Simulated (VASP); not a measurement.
# Al: relaxation of cell and atoms with PBEsol

The system is Al.

```
CELL_PARAMETERS angstrom
0.00000 2.02481 2.02481
2.02481 0.00000 2.02481
2.02481 2.02481 0.00000
ATOMIC_POSITIONS crystal
Al 0.00000 0.00000 0.00000
```

```yaml
Program: VASP 6.6.1
Task: relaxation of cell and atoms
Functional: PBEsol
Potentials_or_basis: VASP PAW PBE potentials, release 64 (Al)
Cutoff: 600 eV
k_mesh: 11 × 11 × 11
Occupations: fermi-dirac, width 0.05 eV
Spin: no spin polarisation
Target_pressure: 2 GPa
Further_INCAR_settings: ALGO = Fast; EDIFF = 1e-06; IBRION = 2; EDIFFG = -0.005; NSW = 40; ISIF = 3
Target_pressure: 2 GPa
```

The relaxed volume is 15.85 Å³/atom and the relaxed cell is a = 2.819 Å, b = 2.819 Å, c = 2.819 Å, α = 60.00°, β = 60.00°, γ = 60.00°. The space group after relaxing (to 0.05 Å) is Fm-3m (No. 225). The energy change on relaxing (the enthalpy is what falls) is -0.1 meV/atom and the ionic steps are 3. The pressure after relaxing is 2.0 GPa. The band gap on the k mesh is none (metal or under the smearing width).

Final structure:
```yaml
crystal:
  lattice:
    - [0.00000, 1.99367, 1.99367]
    - [1.99367, 0.00000, 1.99367]
    - [1.99367, 1.99367, 0.00000]
  atoms:
    - { symbol: Al, position: [0.00000, 0.00000, 0.00000] }
```

Levels at points of the mesh, in eV from the Fermi level:
| k point | band 1 | band 2 | band 3 | band 4 | band 5 |
| --- | --- | --- | --- | --- | --- |
| (0.00, 0.00, 0.00) | -11.41 | 12.82 | 12.82 | 12.82 | 14.62 |

It took 4.4 s on 1 thread of Intel(R) Xeon(R) 6975P-C (Granite Rapids) (shared host), peak memory 0.13 GiB.

Caveat: the cell is relaxed towards a set pressure, so the enthalpy falls and the energy may rise; the PAW data sets were made with another functional, which shifts forces and pressure a little.
